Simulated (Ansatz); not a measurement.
A plane-wave DFT run in Ansatz 0.2.0 (scalar-relativistic PAW potentials unless the input names others): input and command.

```yaml
crystal:
  lattice:
    - [3.3519669689, 0.0, 0.0]
    - [-1.6759834845, 2.9028885477, 0.0]
    - [0.0, 0.0, 5.3922464758]
  atoms:
    - { symbol: Co, position: [0.0, 0.0, 0.0003591066], spin: -2.67 }
    - { symbol: Co, position: [0.3333333333, 0.6666666667, 0.500359097], spin: 2.67 }
    - { symbol: O, position: [0.0, 0.0, 0.3746413977] }
    - { symbol: O, position: [0.3333333333, 0.6666666667, 0.8746413987] }
basis:
  ecutwfc: 420
  xc_grid: 3
kpoints:
  mp_grid: { grid: [12, 12, 6] }
hamiltonian:
  xc: pbe
  hubbard: { sites: [{ species: Co, l: d, u_eff: 3.32 }] }
scf:
  occupations: { method: gaussian, width: 0.02 }
  n_extra_bands: 32
output:
  forces: true
  eigenvalues: true
  stress: true
magnetization:
  spin_polarized: true
```

```bash
ansatz run input.yaml --threads 1 --pin off --max-ram 2560MiB --backend cpu --events-out ev --progress --plain --runs-dir out
```

Abridged log:
```
Basis set: ecut = 420 eV, 1039 PW (Γ), exchange–correlation on 72×72×120 points (27 copies of the dense FFT grid, shifted against one another)
Bands: 55, of which v1, the nominal top of the filled ones, is band 23 counted from 1 (22 counted from 0)
Symmetry: 6 space group operations
k-points: 100 of 864 (time reversal used)
SCF iter   1: F=—  HF=-11385.563250 eV  |F-HF|=—  |Δ(HF+E_count)|=         —  Δρ=2.29e-1 (↑2.29e-1 ↓2.29e-1) dr2=6.98e1  dr2_m=5.83e0  M= 0.000 μB ∫|m|=2.819 μB  β_m=0.30  ethr=3.10e-3  ⟨swp⟩=5.0  Hψ=49793  notcnv=0  defer=2373
spin=Collinear: Kerker preconditioning applied to the charge; magnetization (m = ρ↑ − ρ↓) channel mixes plain (no charge-response kernel on spin).
SCF iter   2: F=—  HF=-11380.821605 eV  |F-HF|=—  |Δ(HF+E_count)|=    4.74e0  Δρ=9.05e-2 (↑9.05e-2 ↓9.05e-2) dr2=5.23e0  dr2_m=1.59e0  M= 0.000 μB ∫|m|=5.519 μB  β_m=1.00  ethr=3.10e-3  ⟨swp⟩=3.0  Hψ=19998  notcnv=0  defer=5102
SCF iter   3: F=—  HF=-11380.731392 eV  |F-HF|=—  |Δ(HF+E_count)|=   9.02e-2  Δρ=4.10e-2 (↑4.10e-2 ↓4.10e-2) dr2=1.60e0  dr2_m=4.36e-2  M=0.000 μB ∫|m|=5.549 μB  β_m=1.00  ethr=3.10e-3  ⟨swp⟩=2.1  Hψ=18560  notcnv=0  defer=5240
SCF iter   4: F=—  HF=-11382.271482 eV  |F-HF|=—  |Δ(HF+E_count)|=    1.54e0  Δρ=4.58e-2 (↑4.58e-2 ↓4.58e-2) dr2=2.71e0  dr2_m=6.15e-2  M=0.000 μB ∫|m|=5.351 μB  β_m=0.30  ethr=3.10e-3  ⟨swp⟩=2.3  Hψ=18376  notcnv=0  defer=5292
Mixer restart at iter 4: flushing history
spin-set hold released at iteration 4 (site moments contracting): the magnetisation degrees of freedom join the quasi-Newton model from the next iteration; the mixer history was flushed
SCF iter   5: F=—  HF=-11382.287756 eV  |F-HF|=—  |Δ(HF+E_count)|=   1.63e-2  Δρ=1.00e-2 (↑1.00e-2 ↓1.00e-2) dr2=7.99e-2  dr2_m=1.68e-2  M=0.000 μB ∫|m|=5.593 μB  β_m=0.35  ethr=3.10e-3  ⟨swp⟩=2.9  Hψ=15662  notcnv=0  defer=5270
SCF iter   6: F=—  HF=-11382.738258 eV  |F-HF|=—  |Δ(HF+E_count)|=   4.51e-1  Δρ=9.53e-3 (↑9.53e-3 ↓9.53e-3) dr2=8.21e-2  dr2_m=2.23e-2  M=0.000 μB ∫|m|=5.639 μB  β_m=0.39  ethr=1.74e-4  ⟨swp⟩=2.0  Hψ=7808  notcnv=0  defer=5262
SCF iter   7: F=—  HF=-11383.070608 eV  |F-HF|=—  |Δ(HF+E_count)|=   3.32e-1  Δρ=5.33e-3 (↑5.33e-3 ↓5.33e-3) dr2=2.41e-2  dr2_m=6.44e-3  M=0.000 μB ∫|m|=5.670 μB  β_m=0.61  ethr=1.74e-4  ⟨swp⟩=2.2  Hψ=12284  notcnv=0  defer=5260
SCF iter   8: F=—  HF=-11383.143454 eV  |F-HF|=—  |Δ(HF+E_count)|=   7.28e-2  Δρ=1.57e-3 (↑1.57e-3 ↓1.57e-3) dr2=3.03e-3  dr2_m=2.02e-4  M=0.000 μB ∫|m|=5.693 μB  β_m=0.80  ethr=5.25e-5  ⟨swp⟩=2.1  Hψ=14081  notcnv=0  defer=5248
   ...
SCF iter  11: F=—  HF=-11383.146477 eV  |F-HF|=—  |Δ(HF+E_count)|=   8.52e-5  Δρ=1.20e-4 (↑1.20e-4 ↓1.20e-4) dr2=2.09e-5  dr2_m=1.05e-7  M=0.000 μB ∫|m|=5.691 μB  β_m=0.97  ethr=2.12e-7  ⟨swp⟩=2.0  Hψ=8552  notcnv=0  defer=5248
SCF iter  12: F=—  HF=-11383.146489 eV  |F-HF|=—  |Δ(HF+E_count)|=   1.19e-5  Δρ=3.95e-5 (↑3.95e-5 ↓2.62e-5) dr2=9.81e-7  dr2_m=3.34e-7  M=0.000 μB ∫|m|=5.691 μB  β_m=0.99  ethr=4.55e-8  ⟨swp⟩=2.0  Hψ=8216  notcnv=0  defer=5248
SCF iter  13: F=—  HF=-11383.146489 eV  |F-HF|=—  |Δ(HF+E_count)|=   7.28e-7  Δρ=2.02e-5 (↑1.34e-5 ↓2.02e-5) dr2=3.70e-7  dr2_m=1.48e-8  M=0.000 μB ∫|m|=5.691 μB  β_m=0.97  ethr=2.13e-9  ⟨swp⟩=2.0  Hψ=10244  notcnv=0  defer=5248
SCF iter  14: F=—  HF=-11383.146489 eV  |F-HF|=—  |Δ(HF+E_count)|=   7.48e-8  Δρ=1.49e-5 (↑1.49e-5 ↓1.36e-5) dr2=2.45e-7  dr2_m=2.77e-9  M=0.000 μB ∫|m|=5.691 μB  β_m=0.83  ethr=8.04e-10  ⟨swp⟩=2.0  Hψ=10270  notcnv=0  defer=5248
SCF iter  15: F=-11383.146489 eV  HF=-11383.146489 eV  |F-HF|=1.01e-8  |Δ(HF+E_count)|=   2.09e-8  Δρ=5.09e-6 (↑5.09e-6 ↓3.93e-6) dr2=3.00e-8  dr2_m=3.89e-10  M=0.000 μB ∫|m|=5.691 μB  ethr=2.17e-10  ⟨swp⟩=8.9  Hψ=67965  notcnv=0
SCF 1 converged in 15 iterations: F = -11383.146489 eV  dr2 = 3.00e-8
Symmetry: 3 space group operations
k-points: 152 of 864 (time reversal used)
Initial density: read from a saved state, or passed on in memory by an earlier SCF of this step, an earlier step, the calling program or the single point that the run made first
Starting moments: Σ|m| = 5.34 μB on 2 of 4 sites; this step starts from the density that it was given
Initial wavefunctions: those read from a saved state, or passed on in memory by an earlier step or the calling program
SCF iter   1: F=—  HF=-11383.146489 eV  |F-HF|=—  |Δ(HF+E_count)|=         —  Δρ=5.09e-6 (↑5.09e-6 ↓3.93e-6) dr2=3.00e-8  dr2_m=3.90e-10  M=0.000 μB ∫|m|=5.691 μB  ethr=6.52e-11  ⟨swp⟩=1.0  Hψ=65360  notcnv=0
spin=Collinear: Resta preconditioning applied to the charge; magnetization (m = ρ↑ − ρ↓) channel mixes plain (no charge-response kernel on spin).
SCF iter   2: F=—  HF=-11383.146490 eV  |F-HF|=—  |Δ(HF+E_count)|=   6.00e-8  Δρ=1.43e-5 (↑1.43e-5 ↓1.10e-5) dr2=2.37e-7  dr2_m=2.22e-9  M=0.000 μB ∫|m|=5.691 μB  β_m=0.30  ethr=6.52e-11  ⟨swp⟩=1.0  Hψ=52744  notcnv=0
SCF iter   3: F=-11383.146489 eV  HF=-11383.146489 eV  |F-HF|=2.13e-10  |Δ(HF+E_count)|=   5.28e-8  Δρ=7.04e-7 (↑6.92e-7 ↓7.04e-7) dr2=4.75e-10  dr2_m=2.98e-11  M=0.000 μB ∫|m|=5.691 μB  ethr=6.52e-11  ⟨swp⟩=1.0  Hψ=33534  notcnv=0
SCF 2 converged in 3 iterations: F = -11383.146489 eV  dr2 = 4.75e-10
SCF converged after 15 iterations
Magnetization: 0.0000 μB (23.0000 up, 23.0000 down)
Absolute magnetization: 5.6866 μB (∫|ρ↑−ρ↓|, with the PAW one-centre terms)
Spin contamination: 2.9554 ħ² per cell (⟨S²⟩ above its minimum at these occupations)
Per-site moments (μB) at R_I (Å): [(-2.46649125, 0.83251672), (2.46648729, 0.83251674), (0.08769801, 0.83251672), (-0.08769126, 0.83251674)]
Free energy (F): -11383.146489 eV
Harris-Foulkes:  -11383.146489 eV  (|F-HF|=1.01e-8)
Internal energy: -11383.146489 eV  (E = F + TS)
E sigma→0 (E₀):  -11383.146489 eV
Fermi energy:    8.709688 eV
--- Forces (eV/Å), atoms counted from 1 ---
  atom   1  Co     0.00000000     0.00000000    -0.00629336
  atom   2  Co     0.00000000     0.00000000    -0.00623069
  atom   3  O      0.00000000     0.00000000     0.00625964
  atom   4  O      0.00000000     0.00000000     0.00624586
--- Stress (GPa, compression-positive) ---
       -6.576106       0.000000       0.000000
        0.000000      -6.576106       0.000000
        0.000000       0.000000      -6.657818
  P = ⅓ Tr σ = -6.6033 GPa (-66.033 kbar)
Occupation matrices written to <dir>
```

Apart from outputs and the relaxation, which only the reference makes, the input differs from a reference run on usual settings in basis.xc_grid: not typed → 3; scf.n_extra_bands: not typed → 32. The reference, at the same geometry, ended its own course with pressure -6.60 GPa, largest force 0.006 eV/Å, gap on the mesh 1.11 eV. This run converged in 18 SCF iterations with an energy at zero smearing 0.01 meV/atom below the reference's, pressure -6.60 GPa, largest force 0.006 eV/Å, gap on the mesh 1.11 eV.

The run took 30 s on 1 thread of AMD EPYC 9R45 96-Core Processor (Zen 5) (shared host), peak memory 1 GiB.